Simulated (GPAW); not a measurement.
Runs of GPAW 26.7.0 on Au. Symmetry: Cmcm, No. 63, orthorhombic system. The conventional cell has a = 2.823 Å, b = 5.112 Å, c = 4.893 Å, α = 90.00°, β = 90.00°, γ = 90.00°. Au (site symmetry m2m) is surrounded by 12 Au at 2.82 to 2.97 Å. This isn't the form of Au at room conditions, which is fcc.

| task | level | cell | k mesh | optimizer | fmax | max steps | convergence | gap on the mesh (eV) | pressure (GPa) | relaxed volume (Å³/atom) | largest force (eV/Å) |
| --- | --- | --- | --- | --- | --- | --- | --- | --- | --- | --- | --- |
| relaxation of cell and atoms | PBEsol+D3(BJ) | relaxed | 8 × 8 × 4 | BFGS | 0.02 eV/Å | 60 | density=1e-05 forces=0.0001 | none | -0.1 | 16.79 | - |
| relaxation of cell and atoms | PBEsol+D3(BJ)+ATM | relaxed | 8 × 8 × 4 | BFGS | 0.02 eV/Å | 60 | density=1e-05 forces=0.0001 | none | 0.0 | 16.93 | - |
| relaxation of cell and atoms | PBEsol+D3 | relaxed | 8 × 8 × 4 | BFGS | 0.02 eV/Å | 60 | density=1e-05 forces=0.0001 | none | 0.0 | 16.88 | - |
| relaxation of cell and atoms | PBEsol | relaxed | 8 × 8 × 4 | BFGS | 0.02 eV/Å | 60 | density=1e-05 forces=0.0001 | none | 0.1 | 17.36 | - |
| single point | PBEsol | as given | 11 × 11 × 6 | - | - | - | - | none | -2.8 | - | (a) |
| single point | PBEsol | atoms moved at random, drawn with an rms of 0.05 Å | 11 × 11 × 6 | - | - | - | - | none | -2.6 | - | 0.31 |
| relaxation of cell and atoms | PBEsol+D4 | relaxed | 8 × 8 × 4 | BFGS | 0.02 eV/Å | 60 | density=1e-05 forces=0.0001 | none | 0.0 | (b) | - |

Alike in all rows: potentials or basis PAW data sets generated in the run's folder for this functional, pw; no spin polarisation; cutoff (eV) 600; smearing fermi-dirac 0.05 eV.

**Question.** Fill in the values left out.

**Answer.** (a) 0.03; (b) 17.03.

Caveats: with this Au data set, volumes or pressures lay over 1.5 % or 2 GPa off other programs in two to four cells of ten; later steps reuse the first step's grids (some runs); pairwise dispersion overbinds metals, which lowers pressure and volume (some runs).

A k mesh can miss the band edges, and the runs leave out spin-orbit coupling on Au.

A gap of «none» marks a metal or a gap under the smearing width.
